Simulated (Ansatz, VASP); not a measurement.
## Ti: VASP beside Ansatz

Contents of POSCAR:

```
Ti
1.0
    0.0000000000      1.9915490059      1.9915490059
    1.9915490059      0.0000000000      1.9915490059
    1.9915490059      1.9915490059      0.0000000000
Ti
1
Direct
    0.0000000000      0.0000000000      0.0000000000
```

INCAR.step1

```
SYSTEM = Ti
PREC     = Accurate       ! precision mode
ENCUT    = 520            ! plane-wave cutoff, eV
ISMEAR   = 0              ! smearing method
SIGMA    = 0.1            ! smearing width, eV
LREAL    = .FALSE.        ! projectors in reciprocal space
LASPH    = .TRUE.         ! aspherical terms in the spheres
NELM     = 60             ! most SCF steps
NBANDS   = 12             ! bands
GGA      = PE             ! functional
ALGO     = Normal         ! electronic algorithm
EDIFF    = 1E-4           ! SCF threshold, eV
LWAVE    = .TRUE.         ! write WAVECAR
LCHARG   = .FALSE.        ! write CHGCAR
```

The input INCAR.step2:

```
SYSTEM = Ti
PREC     = Accurate       ! precision mode
ENCUT    = 520            ! plane-wave cutoff, eV
EDIFF    = 1E-6           ! SCF threshold, eV
ISMEAR   = 0              ! smearing method
SIGMA    = 0.1            ! smearing width, eV
LREAL    = .FALSE.        ! projectors in reciprocal space
LASPH    = .TRUE.         ! aspherical terms in the spheres
NELM     = 60             ! most SCF steps
ALGO     = Normal         ! electronic algorithm
ISIF     = 2              ! what is computed and relaxed
LWAVE    = .FALSE.        ! write WAVECAR
LCHARG   = .FALSE.        ! write CHGCAR
METAGGA  = R2SCAN         ! meta-GGA
LMIXTAU  = .TRUE.       
NBANDS   = 12             ! bands
ISTART   = 1
```

Contents of KPOINTS:

```
Automatic mesh
0
G
  18 18 18
  0 0 0
```

Input for Ansatz:

```yaml
crystal:
  lattice:
    - [0.0, 1.9915490059, 1.9915490059]
    - [1.9915490059, 0.0, 1.9915490059]
    - [1.9915490059, 1.9915490059, 0.0]
  atoms:
    - { symbol: Ti, position: [0.0, 0.0, 0.0] }
basis:
  ecutwfc: 500
kpoints:
  mp_grid: { grid: [18, 18, 18] }
hamiltonian:
  xc: r2scan
scf:
  occupations: { method: gaussian, width: 0.1 }
output:
  forces: true
  stress: true
  eigenvalues: true
```

Alike in both runs: task single point; functional r2SCAN; k mesh 18 × 18 × 18; occupations gaussian, width 0.1 eV; no spin polarisation.

|  | VASP | Ansatz |
| --- | --- | --- |
| version | VASP 6.6.1 | Ansatz 0.2.0 |
| potentials or method | VASP PAW PBE potentials, release 64 (Ti_sv) | scalar-relativistic, plane waves, PAW |
| plane-wave cutoff (eV) | 520 | 500 |
| valence electrons in the cell | 12 | 12 |

|  | VASP | Ansatz | Ansatz less VASP |
| --- | --- | --- | --- |
| gap on the k mesh at the Fermi level (eV) | none | none | - |
| pressure (GPa) | 12.7 | 12.2 | -0.47 |

A gap of «none» marks a metal or a gap that the smearing closes. The functional is the same, so the differences come from potentials, cutoffs and numerics.

Caveats: the PAW data sets were made with another functional, which shifts forces and pressure a little (VASP).
